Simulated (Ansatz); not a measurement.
NiO:

```
Ni O
1.0
     0.00000    2.24063    2.24063
     2.24063    0.00000    2.24063
     2.24063    2.24063    0.00000
Ni O
1 1
Direct
  0.00000 0.00000 0.00000
  0.75000 0.75000 0.75000
```

The cell was built by a generator and needn't be a form met in nature.

Base run:

* Program: Ansatz 0.2.0
* Functional: LDA
* Potentials or basis: Ansatz PAW
* Cutoff: 420 eV (not typed: the program's choice for these potentials)
* k mesh: 7 × 7 × 7
* Occupations: fermi-dirac, width 0.05 eV
* Spin: collinear spin, ferromagnetic start
* Starting moments: [1.0, 0.0] μB

Its results: band gap on the k mesh none (metal or under the smearing width); pressure -15.2 GPa; net moment 1.71 μB per cell; site moments Ni +1.29; O +0.33 μB.

Question: The run is repeated on the same cell with these changes: functional from LDA to PBEsol. What comes out?

Answer: Band gap on the k mesh none (metal or under the smearing width); pressure -8.3 GPa; net moment 1.83 μB per cell; site moments Ni +1.39; O +0.35 μB.

PBEsol binds less tightly than LDA, so the same cell stands under more pressure.

Caveats: a cell with one magnetic atom can't hold antiferromagnetic order, which such compounds often take; semilocal functionals often make such compounds metallic where correlation or magnetic order opens a gap, which also shifts bond lengths; the PAW data sets come from PBE, with cores solved anew for the run's functional, which leaves a small shift of forces and pressure.
